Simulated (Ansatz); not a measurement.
**CoSi₂, one cell by several methods**

```
Co Si
1.0
    -0.08048    2.64226    2.64226
     2.64226   -0.08048    2.64226
     2.64226    2.64226   -0.08048
Co Si
1 2
Cartesian
  0.0000 0.0000 0.0000
  1.3010 1.3010 1.3010
  3.9030 3.9030 3.9030
```

Atom numbers follow the list: Co1, Si2, Si3.

The cell comes from COD entry 1008148, which wasn't checked; take it as a given geometry. The listed cell was then made from it by scaling, straining or moving an atom.

All numbers are computed: DFT, PBEsol, PAW with Ansatz's default frozen-core files, scalar-relativistic (Ansatz 0.2.0); DFT, PBEsol, all-electron LAPW, scalar-relativistic (Ansatz 0.2.0).

For PAW: a Γ-centred 11×11×11 k mesh, Fermi–Dirac smearing of 0.05 eV, cutoff 420 eV, spin-polarised from start moments Co1 2 μB (the moments died away, and the run ended non-magnetic); the PAW files were made with PBE, and the program remakes their frozen cores for this functional. LAPW targets a basis error of 1 meV/atom. The Ansatz runs share mesh, smearing and spin set-up. Plane-wave (PAW) pressures include the program's estimate of the Pulay term.

Stress and pressure are positive in compression.

The change that made this cell: equal xy, yz and zx engineering shear strains of -3 %.

PAW results:

| quantity | PAW |
| --- | --- |
| pressure (GPa) | -4.87 |
| stress yz (GPa) | 4.80 |
| stress xz (GPa) | 4.80 |
| stress xy (GPa) | 4.80 |
| force on Si2, x (eV/Å) | 0.278 |

What does full-potential LAPW give for the same quantities?


```csv
quantity,LAPW
pressure (GPa),-4.84
stress yz (GPa),4.79
stress xz (GPa),4.79
stress xy (GPa),4.79
"force on Si2, x (eV/Å)",0.278
```
